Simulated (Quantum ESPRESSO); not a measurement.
TiC:

```xyz
2
Lattice="0.0000 2.1657 2.1657 2.1657 0.0000 2.1657 2.1657 2.1657 0.0000" Properties=species:S:1:pos:R:3 pbc="T T T"
Ti    0.0000    0.0000    0.0000
C     2.1657    2.1657    2.1657
```

The cell is a database's computed one.

| Property | Result |
| --- | --- |
| Program | Quantum ESPRESSO 7.5 |
| Task | phonons |
| Functional | PBE |
| Potentials or basis | JTH 2.0 PBE |
| Cutoff | 490 eV |
| Density cutoff | 2939 eV |
| k mesh | 11 × 11 × 11 |
| Occupations | methfessel-paxton, width 0.136 eV |
| Spin | no spin polarisation |
| Mixing beta | 0.5 |
| Most SCF iterations | 120 |
| SCF threshold | 4e-10 Ry |

Task: What is the highest optical frequency at the zone centre?

Result: 511 cm⁻¹, a mode of symmetry T1u (IR).

Optical modes at Γ, degenerate ones joined:
```
cm⁻¹  components  symmetry  active in
 511           3       T1u         IR
```

Caveat: before the sum rule the acoustic modes lie tens of cm⁻¹ from zero, a sign that the density grid also shifts the optical modes.
